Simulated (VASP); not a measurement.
# InP: convergence, elastic tensor

InP, F-43m (no. 216), 2 atoms in the cell. PBE, elastic tensor by finite differences; PAW potentials In_d, P (PBE set). VASP 6.6.1.

Wanted: elastic constants within 1.5 %.

Geometry: relaxed with this functional.

Elastic constants: the values given are C11, C12, C44.

POSCAR:
```
InP
1.0
    0.0000000000      2.9793961860      2.9793961860
    2.9793961860      0.0000000000      2.9793961860
    2.9793961860      2.9793961860      0.0000000000
In P
1 1
Direct
    0.0000000000      0.0000000000      0.0000000000
    0.7500000000      0.7500000000      0.7500000000
```

The series start from Plane-wave cutoff (eV): 380; k mesh: 7x7x7; SCF threshold (eV): 1e-7; Precision mode: Accurate; Displacements: NFREE 2, POTIM 0.015; Projectors in real space: False. Each series keeps the choices made before it, and each single choice may use up half of a tolerance.

## Plane-wave cutoff (eV)

| Plane-wave cutoff (eV) | Elastic constants, largest deviation against the largest value | Time (s) |
|---|---|---|
| 260 | 2.5 % | 74 |
| 290 | 2.4 % | 68 |
| 330 | 1.3 % | 133 |
| 380 | 2.1 % | 131 |
| 460 | 0.82 % | 197 |
| 560 (reference) | 0 % | 250 |

## k mesh

| k mesh | Elastic constants, largest deviation against the largest value | Time (s) |
|---|---|---|
| 4x4x4 | 2.1 % | 97 |
| 5x5x5 | 1.1 % | 138 |
| 6x6x6 | 0.64 % | 195 |
| 7x7x7 | 0.36 % | 250 |
| 9x9x9 | 0.1 % | 478 |
| 11x11x11 (reference) | 0 % | 818 |

## SCF threshold (eV)

| SCF threshold (eV) | Elastic constants, largest deviation against the largest value | Time (s) |
|---|---|---|
| 0.0001 | 9.6 % | 122 |
| 1e-5 | 1.3 % | 136 |
| 1e-6 | 0.21 % | 149 |
| 1e-7 | 0.31 % | 195 |
| 1e-8 (reference) | 0 % | 203 |

## Precision mode

| Precision mode | Elastic constants, largest deviation against the largest value | Time (s) |
|---|---|---|
| Accurate | 0 % | 149 |
| Normal | 0.08 % | 58 |
| Single | 0.54 % | 153 |

## Displacements

| Displacements | Elastic constants, largest deviation against the largest value | Time (s) |
|---|---|---|
| NFREE 2, POTIM 0.015 | 0 % | 58 |
| NFREE 4 | 1.2 % | 118 |
| NFREE 1 | 3.9 % | 33 |
| POTIM 0.005 | crashed | 20 |
| POTIM 0.03 | 0.36 % | 62 |

VASP's message at the runs that stop: IBZKPT: not all point group operations associated with the symmetry operators of the crystalline lattice are members of the point group of the reciprocal lattice.

## Projectors in real space

| Projectors in real space | Elastic constants, largest deviation against the largest value | Time (s) |
|---|---|---|
| False | 0 % | 58 |
| Auto | 3.8 % | 69 |

## Question

The rows run from the loosest to the tightest (no order: precision mode, displacements, projectors in real space). For each series: choose the loosest value from which every tighter one stays within half of the tolerance; where there is no order, keep the first row unless others stay within half of the tolerance and take at least 30 % less time, and then take the fastest.

## Answer

- Plane-wave cutoff (eV): 560, the tightest run, since the next looser one is off by more than half of the tolerance (convergence isn't shown beyond it)
- k mesh: 6x6x6
- SCF threshold (eV): 1e-6
- Precision mode: Normal
- Displacements: NFREE 2, POTIM 0.015
- Projectors in real space: False

## All choices together

| Input | Elastic constants, largest deviation against the largest value | Time (s) |
|---|---|---|
| program defaults, KSPACING-like mesh of 0.5 per A (naive) | 6.6 % | 8.1 |
| chosen settings | 0.79 % | 58 |
| reference settings throughout | 0 % | 847 |

The chosen settings stay within the tolerance of the reference run, but the reference itself isn't shown to be converged in: Plane-wave cutoff (eV).

Values of the reference run: Elastic constants: 87, 45.8, 41.7 GPa.

## The input

INCAR:
```
SYSTEM = InP
PREC     = Normal         ! precision mode
ENCUT    = 560            ! plane-wave cutoff, eV
EDIFF    = 1E-6           ! SCF threshold, eV
ISMEAR   = 0              ! smearing method
SIGMA    = 0.02           ! smearing width, eV
LREAL    = .FALSE.        ! projectors in reciprocal space
LASPH    = .TRUE.         ! aspherical terms in the spheres
ALGO     = Normal         ! electronic algorithm
NELM     = 120            ! most SCF steps
LWAVE    = .FALSE.        ! write WAVECAR
LCHARG   = .FALSE.        ! write CHGCAR
GGA      = PE             ! functional
IBRION   = 6              ! ionic algorithm
NFREE    = 2            
POTIM    = 0.015          ! step
NSW      = 1              ! ionic steps
ISIF     = 3              ! what is computed and relaxed
KPAR     = 2             
```

KPOINTS:
```
Automatic mesh
0
Gamma
  6 6 6
  0 0 0
```

Commands:
```
cat potpaw_PBE.64/In_d/POTCAR potpaw_PBE.64/P/POTCAR > POTCAR
mpirun -np 2 vasp_std > vasp.out
```

The chosen input took VASP 6.6.1 58 s on 2 cores (Intel Xeon Platinum 8375C @ 2.90GHz (Ice Lake)), a shared host.

## An input that fails: one k point for a small cell

It runs to its end, but against the unchanged starting input it is off by 1034 % in the elastic constants.

k mesh: 7 × 7 × 7 becomes 1 × 1 × 1.

Changes against the starting input:
```
- KPAR = 2
+ KPAR = 1
```
